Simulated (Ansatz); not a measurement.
**Pressure coefficients of CoO**

```
CELL_PARAMETERS angstrom
-1.50800 1.50800 2.10725
1.50800 -1.50800 2.10725
1.50800 1.50800 -2.10725
ATOMIC_POSITIONS crystal
Co 0.00000 0.00000 0.00000
O 0.50000 0.50000 0.00000
```

The cell is COD entry 1528838, as deposited and not checked against the literature; nothing was relaxed.

Semilocal functionals without U often leave such compounds metallic or with too small a gap, and the real magnetic order may differ.

The magnetic state is the one reached from the start moments; no search over orders was made, so it needn't be the ground state.

Method: DFT, PBE, all-electron LAPW, scalar-relativistic (Ansatz 0.2.0).

Sampling and basis: a Γ-centred 13×13×15 k mesh, Fermi–Dirac smearing of 0.03 eV, basis error target 1 meV/atom, spin-polarised from start moments Co1 2 μB; this mesh doesn't keep the crystal's whole symmetry, which leaves small spurious terms.

The cell is scaled evenly with fractional coordinates held.

```json
{"V/V(cell)": "0.9500", "P (GPa)": "8.66", "cell moment (μB)": "2.720"}
{"V/V(cell)": "0.9600", "P (GPa)": "7.09", "cell moment (μB)": "2.798"}
{"V/V(cell)": "0.9750", "P (GPa)": "4.44", "cell moment (μB)": "2.870"}
{"V/V(cell)": "0.9800", "P (GPa)": "3.53", "cell moment (μB)": "2.886"}
{"V/V(cell)": "0.9900", "P (GPa)": "1.72", "cell moment (μB)": "2.912"}
{"V/V(cell)": "1.0000", "P (GPa)": "-0.03", "cell moment (μB)": "2.933"}
{"V/V(cell)": "1.0100", "P (GPa)": "-1.72", "cell moment (μB)": "2.951"}
{"V/V(cell)": "1.0200", "P (GPa)": "-3.34", "cell moment (μB)": "2.967"}
{"V/V(cell)": "1.0250", "P (GPa)": "-4.13", "cell moment (μB)": "2.973"}
{"V/V(cell)": "1.0400", "P (GPa)": "-6.41", "cell moment (μB)": "2.987"}
{"V/V(cell)": "1.0500", "P (GPa)": "-7.86", "cell moment (μB)": "2.993"}
{"V/V(cell)": "1.0600", "P (GPa)": "-9.26", "cell moment (μB)": "2.996"}
```

Question: From the rows at 0.9900 and 1.0100, what is the bulk modulus at the cell's volume?

Answer: B = −ΔP/Δln V = −[(-1.72) − (1.72)]/0.02000 = 172.0 GPa.

In a magnetic metal the moment, and with it the modulus, depend on the k mesh by some per cent, and the slopes vary along the table.

Question: How does the moment scale with volume?

Answer: dln M/dln V = ln(2.951/2.912)/0.02000 = 0.7: expansion raises it.

Question: Predict the row at V/V(cell) = 0.9400. How far is a linear estimate of P off?

Answer: P = 10.28 GPa, moment 2.638 μB. The linear estimate P(cell) − B ln(V/V(cell)) = 10.61 GPa misses by -0.33 GPa.
